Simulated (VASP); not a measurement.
# BP in VASP: relaxation of cell and atoms with PBE+D4

Aim: the relaxation of cell and atoms of BP with PBE+D4.

Program: VASP 6.6.1. These are calculated values, not measurements. Logs are shortened: lines on timing, memory, paths and dates and some standing lists are left out, and cuts for length are marked.

## Step 1: The sheet as given

The cell holds a sheet with vacuum, 2 atoms: a = 3.200 Å, b = 3.200 Å, c = 16.000 Å, α = 90.00°, β = 90.00°, γ = 120.00°.

The cell was built by a generator and needn't be a form met in nature.

## Step 2: Relaxation of cell and atoms, PBE+D4

The input, INCAR:

```
  PREC = Accurate
  ENCUT = 600
  EDIFF = 1E-6
  ISMEAR = 0
  SIGMA = 0.03
  LREAL = False
  LASPH = True
  NELM = 120
  ALGO = Normal
  ISIF = 3
  LWAVE = False
  LCHARG = False
  GGA = PE
  IVDW = 13
  IBRION = 2
  NSW = 60
  EDIFFG = -0.005
  LATTICE_CONSTRAINTS = .TRUE. .TRUE. .FALSE.
  KPAR = 4
```

The input, KPOINTS:

```
regular mesh
0
Gamma
  12 12 1
```

The input, POSCAR:

```
BP
1.0
    3.2000000000      0.0000000000      0.0000000000
   -1.6000000000      2.7712812900      0.0000000000
    0.0000000000      0.0000000000     16.0000000000
B P
1 1
Direct
    0.3333330000      0.6666670000      0.5000000000
    0.6666670000      0.3333330000      0.5000000000
```

Potentials or basis: VASP PAW PBE potentials, release 64 (B, P).

Launch:

```sh
> cat potpaw_PBE.64/B/POTCAR potpaw_PBE.64/P/POTCAR > POTCAR
> mpirun -np 4 vasp_std > vasp.out
```

OUTCAR:

```text
PREC = Accurate
   ENCUT = 600
   EDIFF = 1E-6
   ISMEAR = 0
   LREAL = False
   LASPH = True
   NELM = 120
   ISIF = 3
   GGA = PE
   IVDW = 13
   IBRION = 2
   NSW = 60
   EDIFFG = -0.005

 ion  position               nearest neighbor table
   1  0.333  0.667  0.500-   2 1.85   2 1.85   2 1.85
   2  0.667  0.333  0.500-   1 1.85   1 1.85   1 1.85

  LATTYP: Found a hexagonal cell.
 ALAT       =     3.2000000000
 C/A-ratio  =     5.0000000000

  Lattice vectors:

 A1 = (   3.2000000000,   0.0000000000,   0.0000000000)
 A2 = (  -1.6000000000,   2.7712812900,   0.0000000000)
 A3 = (   0.0000000000,   0.0000000000,  16.0000000000)

Analysis of symmetry for initial positions (statically):
=====================================================================
 Subroutine PRICEL returns:
 Original cell was already a primitive cell.

 Routine SETGRP: Setting up the symmetry group for a
 hexagonal supercell.

 Subroutine GETGRP returns: Found 12 space group operations
 (whereof 12 operations were pure point group operations)
 out of a pool of 24 trial point group operations.

The static configuration has the point symmetry D_3h.

Analysis of symmetry for dynamics (positions and initial velocities):
=====================================================================
 Subroutine PRICEL returns:
 Original cell was already a primitive cell.

 Routine SETGRP: Setting up the symmetry group for a
 hexagonal supercell.

 Subroutine GETGRP returns: Found 12 space group operations
 (whereof 12 operations were pure point group operations)
 out of a pool of 24 trial point group operations.

The dynamic configuration has the point symmetry D_3h.

 Subroutine INISYM returns: Found 12 space group operations
 (whereof 12 operations are pure point group operations),
 and found     1 'primitive' translations

----------------------------------------------------------------------------------------

                                     Primitive cell

  volume of cell :     141.8896

  direct lattice vectors                    reciprocal lattice vectors
     3.200000000  0.000000000  0.000000000     0.312500000  0.180421959  0.000000000
    -1.600000000  2.771281290  0.000000000     0.000000000  0.360843919  0.000000000
     0.000000000  0.000000000 16.000000000     0.000000000  0.000000000  0.062500000

  length of vectors
     3.200000000  3.199999998 16.000000000     0.360843918  0.360843919  0.062500000

  position of ions in fractional coordinates (direct lattice)
     0.333333000  0.666667000  0.500000000
     0.666667000  0.333333000  0.500000000

  ion indices of the primitive-cell ions
   primitive index   ion index
                 1           1
                 2           2

----------------------------------------------------------------------------------------

 KPOINTS: regular mesh

Automatic generation of k-mesh.
 Grid dimensions read from file:
 generate k-points for:   12   12    1

 Generating k-lattice:

  Cartesian coordinates                     Fractional coordinates (reciprocal lattice)
     0.026041667  0.015035163  0.000000000     0.083333333  0.000000000  0.000000000
     0.000000000  0.030070327  0.000000000     0.000000000  0.083333333  0.000000000
     0.000000000  0.000000000  0.062500000     0.000000000  0.000000000  1.000000000

  Length of vectors
     0.030070327  0.030070327  0.062500000

  Shift w.r.t. Gamma in fractional coordinates (k-lattice)
     0.000000000  0.000000000  0.000000000

 Subroutine IBZKPT returns following result:
 ===========================================

 Found     19 irreducible k-points:

 Following reciprocal coordinates:
            Coordinates               Weight
  0.000000  0.000000  0.000000      1.000000
  0.083333 -0.000000  0.000000      6.000000
  0.166667 -0.000000  0.000000      6.000000
  0.250000 -0.000000  0.000000      6.000000
  0.333333 -0.000000  0.000000      6.000000
  0.416667  0.000000  0.000000      6.000000
[... 11 lines left out ...]
  0.333333  0.250000  0.000000     12.000000
  0.333333  0.333333  0.000000      2.000000
   k-points           NKPTS =     19   k-points in BZ     NKDIM =     19   number of bands    NBANDS=      8
   number of dos      NEDOS =    301   number of ions     NIONS =      2
   total plane-waves  NPLWV = 100352
   dimension x,y,z NGX =    28 NGY =   28 NGZ =  128
   dimension x,y,z NGXF=    56 NGYF=   56 NGZF=  256
   ions per type =               1   1
   NGX,Y,Z   is equivalent  to a cutoff of  14.55, 14.55, 13.30 a.u.
   NGXF,Y,Z  is equivalent  to a cutoff of  29.09, 29.09, 26.60 a.u.
 SYSTEM =  unknown system
   PREC   = accura    normal or accurate (medium, high low for compatibility)
   ISTART =      0    job   : 0-new  1-cont  2-samecut
   ICHARG =      2    charge: 1-file 2-atom 10-const
   ISPIN  =      1    spin polarized calculation?
   LNONCOLLINEAR =      F non collinear calculations
   LSORBIT =      F    spin-orbit coupling
   LASPH  =      T    aspherical Exc in radial PAW
   ENCUT  =  600.0 eV  44.10 Ry    6.64 a.u.   6.39  6.39 31.96*2*pi/ulx,y,z
   NELM   =    120;   NELMIN=  2; NELMDL= -5     # of ELM steps
   EDIFF  = 0.1E-05   stopping-criterion for ELM
   LREAL  =      F    real-space projection
   EDIFFG = -.5E-02   stopping-criterion for IOM
   NSW    =     60    number of steps for IOM
   IBRION =      2    ionic relax: 0-MD 1-quasi-New 2-CG
   NFREE  =      1    steps in history (QN), initial steepest desc. (CG)
   ISIF   =      3    stress and relaxation
   ISYM   =      2    0-nonsym 1-usesym 2-fastsym
   POTIM  = 0.5000    time-step for ionic-motion
   TEBEG  =    0.0;   TEEND  =   0.0 temperature during run
   PSTRESS=    0.0 pullay stress
   NELECT =       8.0000    total number of electrons
   NUPDOWN=      -1.0000    fix difference up-down
   EMIN   =  10.00;   EMAX   =-10.00  energy-range for DOS
   EFERMI =   0.00;   METHOD = LEGACY
   ISMEAR =     0;   SIGMA  =   0.03  broadening in eV -4-tet -1-fermi 0-gaus
   EFERMI_NEDOS =   21; number of points for ismear=-14 and -15
   IALGO  =     38    algorithm
   IMIX   =      4    mixing-type and parameters
     AMIX     =   0.40;   BMIX     =  1.00
     AMIX_MAG =   1.60;   BMIX_MAG =  1.00
  volume/ion in A,a.u.               =      70.94       478.76
  Fermi-wavevector in a.u.,A,eV,Ry     =   0.627752  1.186279  5.361680  0.394072
  Thomas-Fermi vector in A             =   1.689460
   LORBIT       =      0    0 simple, 1 ext, 2 COOP (PROOUT), +10 PAW based schemes
   GGA     = PE    functional components
   LHFCALC =     F    Hartree Fock is set to
   AEXX    =    0.0000 exact exchange contribution
   IVDW    =    13    specifies the selected vdW correction
   LEPSILON=     F    determine dielectric tensor
   LRPA    =     F    only Hartree local field effects (RPA)
 conjugate gradient relaxation of ions
 non-spin polarized calculation
 Gauss-broadening in eV      SIGMA  =   0.03
  energy-cutoff  :      600.00
  volume of cell :      141.89
 maximum number of plane-waves:      4775
 NGX is ok and might be reduce to    28
   NGX = 13   NGY = 13   NGZ = 63

--------------------------------------- Ionic step        1  -------------------------------------------

 number of electron       8.0000000 magnetization

 Free energy of the ion-electron system (eV)
  ---------------------------------------------------
  ext. energy  EPLUGINS =         0.00000000
  ---------------------------------------------------
  free energy    TOTEN  =       -12.17112213 eV

  energy without entropy =      -12.17112213  energy(sigma->0) =      -12.17112213

------------------------ aborting loop because EDIFF is reached ----------------------------------------

  DFT-D4 for vdW energy calculation

  Edisp (eV):   -0.30552

  FORCE on cell =-STRESS in cart. coord.  units (eV):
  Direction    XX          YY          ZZ          XY          YZ          ZX
  --------------------------------------------------------------------------------------
  -------------------------------------------------------------------------------------
  Total       0.06227     0.06227    -0.00795     0.00000    -0.00000     0.00000
  in kB       0.70314     0.70314    -0.08978     0.00000    -0.00000     0.00000
  external pressure =        0.44 kB  Pullay stress =        0.00 kB

 VOLUME and BASIS-vectors are now :
 -----------------------------------------------------------------------------
  energy-cutoff  :      600.00
  volume of cell :      141.89
      direct lattice vectors                 reciprocal lattice vectors
     3.200000000  0.000000000  0.000000000     0.312500000  0.180421959  0.000000000
    -1.600000000  2.771281290  0.000000000     0.000000000  0.360843919  0.000000000
     0.000000000  0.000000000 16.000000000     0.000000000  0.000000000  0.062500000
[... 41 lines left out ...]
 POSITION                                       TOTAL-FORCE (eV/Angst)
 -----------------------------------------------------------------------------------
     -0.00000      1.85030      8.00000        -0.000000     -0.000000      0.000000
      1.60240      0.92515      8.00000         0.000000      0.000000      0.000000
 -----------------------------------------------------------------------------------
    total drift:                               -0.000145      0.000083      0.000000

  FREE ENERGIE OF THE ION-ELECTRON SYSTEM (eV)
  ---------------------------------------------------
  free  energy   TOTEN  =       -12.4765840262 eV

  energy  without entropy=      -12.4765840262  energy(sigma->0) =      -12.47658403

--------------------------------------- Ionic step        3  -------------------------------------------

 number of electron       8.0000000 magnetization

 Free energy of the ion-electron system (eV)
  ---------------------------------------------------
  ext. energy  EPLUGINS =         0.00000000
  ---------------------------------------------------
  free energy    TOTEN  =       -12.17154368 eV

  energy without entropy =      -12.17154368  energy(sigma->0) =      -12.17154368

 E-fermi :  -2.9105     XC(G=0):  -2.6531

 val. band max:       -3.0979919171   @ k =   0.3333   0.3333   0.0000
 cond. band min:      -2.2018725729   @ k =   0.3333   0.3333   0.0000
 fundamental gap:      0.8961193442
 Fermi energy:        -2.9104806045

 k-point     1 :       0.0000    0.0000    0.0000
  band No.  band energies     occupation
      1     -16.8244      2.00000
      2      -7.2768      2.00000
      3      -4.7368      2.00000
      4      -4.7367      2.00000
      5       0.6511      0.00000
      6       1.5984      0.00000
      7       1.5985      0.00000
      8       1.8721      0.00000

 k-point     2 :       0.0833   -0.0000    0.0000
  band No.  band energies     occupation
      1     -16.7180      2.00000
      2      -7.1615      2.00000
      3      -5.2741      2.00000
      4      -4.9430      2.00000
      5       0.7701      0.00000
      6       1.4141      0.00000
      7       2.0043      0.00000
      8       2.0325      0.00000
[... 211 lines left out ...]
 POSITION                                       TOTAL-FORCE (eV/Angst)
 -----------------------------------------------------------------------------------
     -0.00000      1.84857      8.00000        -0.000000      0.000000      0.000000
      1.60091      0.92428      8.00000         0.000000     -0.000000      0.000000
 -----------------------------------------------------------------------------------
    total drift:                               -0.000144      0.000083      0.000000

  FREE ENERGIE OF THE ION-ELECTRON SYSTEM (eV)
  ---------------------------------------------------
  free  energy   TOTEN  =       -12.4766736174 eV

  energy  without entropy=      -12.4766736174  energy(sigma->0) =      -12.47667362

 reached required accuracy - stopping structural energy minimisation
```

It took 26 s on 4 MPI ranks of Intel Xeon Platinum 8559C (Emerald Rapids), shared host; peak memory 0.3 GiB.

Results:

* Free energy: -12.4767 eV
* Relaxed volume: 71.03 Å³/atom
* Relaxed cell: a = 3.202 Å, b = 3.202 Å, c = 16.000 Å, α = 90.00°, β = 90.00°, γ = 120.00°
* Space group after relaxing (to 0.05 Å): P-6m2 (No. 187)
* Energy gained by relaxing: 0.0 meV/atom
* Ionic steps: 3
* Band gap on the k mesh: 0.90 eV, direct
* Dispersion energy per atom: -0.153 eV

Final structure:
```yaml
crystal:
  lattice:
    - [3.20182, 0.00000, 0.00000]
    - [-1.60091, 2.77286, 0.00000]
    - [0.00000, 0.00000, 16.00000]
  atoms:
    - { symbol: B, position: [0.33333, 0.66667, 0.50000] }
    - { symbol: P, position: [0.66667, 0.33333, 0.50000] }
```

Levels at points of the mesh, in eV from the valence-band top:
| k point | band 2 | band 3 | band 4 | band 5 | band 6 | band 7 |
| --- | --- | --- | --- | --- | --- | --- |
| (0.00, 0.00, 0.00) | -4.18 | -1.64 | -1.64 | 3.75 | 4.70 | 4.70 |
| (0.50, 0.00, 0.00) | -8.35 | -3.64 | -1.06 | 1.47 | 2.88 | 7.87 |
